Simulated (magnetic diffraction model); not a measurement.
## TmScCo₁₂P₇ below its ordering temperature

Space group P-6 (no. 174), a = 8.7160 Å, c = 3.6040 Å.

```
site  atom       x       y    z
  1b    Tm       0       0  1/2
  3k    Co  0.2033  0.4404  1/2
  3j    Co  0.4475  0.5174    0
  3k    Co  0.3983  0.2939  1/2
  3j    Co  0.9564  0.2320    0
  1e    Sc     2/3     1/3    0
  3j     P  0.2245  0.2664    0
  3k     P  0.6316  0.5511  1/2
  1c     P     1/3     2/3    0
```

This is a made-up structure (elements placed in a structure type, unrelaxed), so the numbers test the method and describe no known phase.

Only Tm is taken to order (form factors of Tm3+); orders and moment sizes are assumed, and not adapted to the symmetry. Radiation: neutrons of λ = 2.52 Å, 8° to 70°; isotropic B of 0.13 Å² (Tm), 0.15 Å² (Co), 0.18 Å² (Sc) and 0.22 Å² (P). The intensities are simulated: I ∝ L Σ (|F_N|² + |F_M⊥|²) for unpolarised neutrons, with F_M = 2.695 fm/μB × Σ f(s) S exp(2πi Q·r) exp(−B s²) at Q = H ± k (one set where k and −k are equivalent), only the part normal to Q counting and L = 1/(sin²θ cos θ). For collinear order S is the moment m, which repeats by lattice and centring translations R with the sign exp(−2πi k·R). Form factors are spin-only for 3d ions and dipole or tabulated for f ions, scattering lengths are Sears's of 1992, and absorption is left out. A label names one of the reflections at its angle. The strongest nuclear line in the range is 100, and lines under 0.2 are left out.

Above the ordering temperature:

```csv
2θ (°),index,I
19.22,(1 0 0),10.0
33.61,(1 1 0),5.3
39.01,(2 0 0),2.1
40.93,(0 0 1),1.7
45.59,(1 0 1),1.9
52.42,(2 1 0),9.4
53.96,(1 1 1),10.4
57.82,(2 0 1),29.4
60.10,(3 0 0),16.6
68.56,(2 1 1),100.0
```

Below it (cell unchanged):

```tsv
2θ (°)	I
19.22	30.5
33.61	11.9
39.01	7.0
40.93	4.7
45.59	14.8
52.42	14.8
53.96	18.4
57.82	36.1
60.10	18.6
68.56	108.7
```

**Question.** Find the propagation vector, then choose among these models:
A. collinear moments along [120], 5.4 μB on Tm
B. collinear moments along [001], 5.4 μB on Tm
C. collinear moments along [101], 5.4 μB on Tm

No line moves, and magnetic intensity falls on nuclear lines such as the one at 19.22°, so the magnetic cell equals the chemical primitive cell: k = 0.

Magnetic intensity, observed (below minus above) and for each model:

| 2θ (°) | index | observed | A | B | C |
| --- | --- | --- | --- | --- | --- |
| 19.22 | (1 0 0) | 20.5 | 20.5 | 41.0 | 23.5 |
| 33.61 | (1 1 0) | 6.6 | 6.6 | 13.2 | 7.6 |
| 39.01 | (2 0 0) | 4.9 | 4.9 | 9.8 | 5.6 |
| 40.93 | (0 0 1) | 3.0 | 3.0 | <0.2 | 2.5 |
| 45.59 | (1 0 1) | 12.9 | 12.9 | 2.6 | 11.4 |
| 52.42 | (2 1 0) | 5.3 | 5.3 | 10.7 | 6.1 |
| 53.96 | (1 1 1) | 8.0 | 8.0 | 4.1 | 7.5 |
| 57.82 | (2 0 1) | 6.7 | 6.7 | 4.2 | 6.3 |

Model A matches.

The structure used: k = (0 0 0), collinear moments along [120], 5.4 μB on Tm.

[Logs are printed without paths, hosts, clocks, repeated set-up lines and the standing remarks that a program may print on its own settings, such as how far it seeks lower states.]
